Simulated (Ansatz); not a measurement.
# RuS2: the cost of one run

Program: Ansatz 0.2.0. Level of theory: DFT PBE, scalar-relativistic, plane waves, PAW. These are calculated values, not measurements.

4 further runs of the same task are left out: 4 that didn't finish. Runs told in other sessions of the task aren't counted.

## (1) Starting point

The structure is trigonal, space group P-3m1 (No. 164). Conventional cell: a = 3.436 Å, b = 3.436 Å, c = 5.159 Å, α = 90.00°, β = 90.00°, γ = 120.00°. Ru (site symmetry -3m) is surrounded by 6 S at 2.38 Å. S (site symmetry 3m) is surrounded by 3 Ru at 2.38 Å.

Structure file:

```
CELL_PARAMETERS angstrom
3.43633 0.00000 0.00000
-1.71816 2.97595 0.00000
0.00000 0.00000 5.15935
ATOMIC_POSITIONS crystal
Ru 0.00000 0.00000 0.00000
S 0.33333 0.66667 0.25378
S 0.66667 0.33333 0.74622
```

An earlier run at PBE left this cell at 17.587 Å³/atom and 0.02 GPa (12×12×8 mesh).

Volume factors to run: 0.980, 1.020, 0.960, 1.040, 1.070, 1.100, 0.945.

## (2) Volume × 0.980

input.yaml reads:

```yaml
crystal:
  lattice:
    - [3.4132662512, 0.0, 0.0]
    - [-1.7066331256, 2.9559752834, 0.0]
    - [0.0, 0.0, 5.1247175192]
  atoms:
    - { symbol: Ru, position: [0.0, 0.0, 0.0], spin: 0.58 }
    - { symbol: S, position: [0.3333333333, 0.6666666667, 0.2537758778] }
    - { symbol: S, position: [0.6666666667, 0.3333333333, 0.7462241222] }
basis:
  ecutwfc: 420
  ecutrho_ratio: 4
kpoints:
  mp_grid: { grid: [12, 12, 8] }
hamiltonian:
  xc: pbe
scf:
  occupations: { method: gaussian, width: 0.05 }
output:
  forces: true
  stress: true
  eigenvalues: true
  populations: true
magnetization:
  spin_polarized: true
relax:
  f_tol: 0.01
  max_steps: 40
  cell: { stress_tol: 0.1, fix: [volume] }
```

Launch:

```sh
$ ansatz run input.yaml --threads 2 --pin off --max-ram 2662MiB --backend cpu --events-out ev --progress --plain --runs-dir out
```

Q: Estimate wall time and peak memory on 2 threads of Arm Neoverse V2, shared host.

About 28 s, with a peak of 0.49 GiB.
